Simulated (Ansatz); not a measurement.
The system is Cu.

```
Cu
1.0
     0.00000    1.80750    1.80750
     1.80750    0.00000    1.80750
     1.80750    1.80750    0.00000
Cu
1
Direct
  0.00000 0.00000 0.00000
```

```yaml
Program: Ansatz 0.2.0
Task: relaxation of cell and atoms
Functional: BLYP
Dispersion: D3(BJ)
Potentials_or_basis: all-electron LAPW, scalar-relativistic
Basis_error_allowed: 0.001 eV/atom
k_mesh: 13 × 13 × 13
Occupations: fermi-dirac, width 0.05 eV
Spin: no spin polarisation
```

At the start: volume 11.81 Å³/atom.

Problem. Where does the relaxation end?

Solution. Over 5 steps the energy falls by 21.0 meV/atom and the volume is 11.12 Å³/atom (-5.9 %); space group Fm-3m (No. 225, to 0.05 Å).

The path:
| step | energy change (eV) | largest force (eV/Å) | volume (Å³) |
| --- | --- | --- | --- |
| 1 | 0.0000 | 0.0000 | 11.81 |
| 2 | -0.0159 | 0.0000 | 11.45 |
| 3 | -0.0209 | 0.0000 | 11.07 |
| 4 | -0.0210 | 0.0000 | 11.12 |
| 5 | -0.0210 | 0.0000 | 11.12 |

Final structure:
```
Cu
1.0
     0.00000    1.77131    1.77131
     1.77131    0.00000    1.77131
     1.77131    1.77131    0.00000
Cu
1
Direct
  0.00000 0.00000 0.00000
```
